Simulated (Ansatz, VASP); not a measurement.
**Si: VASP beside Ansatz**

Contents of INCAR:

```
SYSTEM = Si
PREC = Accurate
ENCUT = 600
EDIFF = 1E-6
ISMEAR = -1
SIGMA = 0.05
LREAL = .FALSE.
LASPH = .TRUE.
NELM = 80
ALGO = Fast
ISIF = 3
LWAVE = .FALSE.
LCHARG = .FALSE.
GGA = RP
IBRION = 2
NSW = 40
EDIFFG = -0.005
```

The input KPOINTS:

```
regular mesh
0
G
  8 8 8
  0 0 0
```

The input POSCAR:

```
Si
1.0
    0.0000000000      2.7218511865      2.7218511865
    2.7218511865      0.0000000000      2.7218511865
    2.7218511865      2.7218511865      0.0000000000
Si
2
Direct
    0.5000000000      0.5000000000      0.5000000000
    0.7500000000      0.7500000000      0.7500000000
```

The input input.yaml:

```yaml
crystal:
  lattice:
    - [0.0, 2.7218511865, 2.7218511865]
    - [2.7218511865, 0.0, 2.7218511865]
    - [2.7218511865, 2.7218511865, 0.0]
  atoms:
    - { symbol: Si, position: [0.5, 0.5, 0.5] }
    - { symbol: Si, position: [0.75, 0.75, 0.75] }
hamiltonian:
  xc: rpbe
  pseudopotentials: { kind: paw }
kpoints:
  mp_grid: { grid: [8, 8, 8] }
scf:
  occupations: { method: fermi_dirac, width: 0.05 }
output:
  forces: true
  stress: true
  eigenvalues: true
  write_density: true
  write_potential: true
  elf: true
  volumetric_format: npy
relax:
  f_tol: 0.01
  max_steps: 40
  cell: { stress_tol: 0.05 }
```

Alike in both runs: task relaxation of cell and atoms; functional RPBE; k mesh 8 × 8 × 8; occupations fermi-dirac, width 0.05 eV; no spin polarisation.

|  | VASP | Ansatz |
| --- | --- | --- |
| version | VASP 6.6.1 | Ansatz 0.2.0 |
| potentials or method | VASP PAW PBE potentials, release 64 (Si) | Ansatz PAW |
| plane-wave cutoff (eV) | 600 | 420 |
| valence electrons in the cell | 8 | 8 |

```csv
,VASP,Ansatz,Ansatz less VASP
"gap on the k mesh at the Fermi level, each at its own relaxed structure (eV)",0.73,0.74,+0.004
relaxed volume (Å³/atom),20.77,20.81,+0.043
relaxed cell length with the largest relative difference (Å),3.887,3.890,+0.0027
energy change over the relaxation (meV/atom),-5,-6,-0.9
```

Caveats: the PAW data sets were made with another functional, which shifts forces and pressure a little (VASP); the plane-wave basis is chosen anew once the cell has moved, so the energies of steps on either side of that aren't comparable (Ansatz); the PAW data sets come from PBE, with cores solved anew for the run's functional, which leaves a small shift of forces and pressure (Ansatz). A hybrid or GW would open this gap; RPBE tends to underestimate it. A k mesh can miss the band edges.
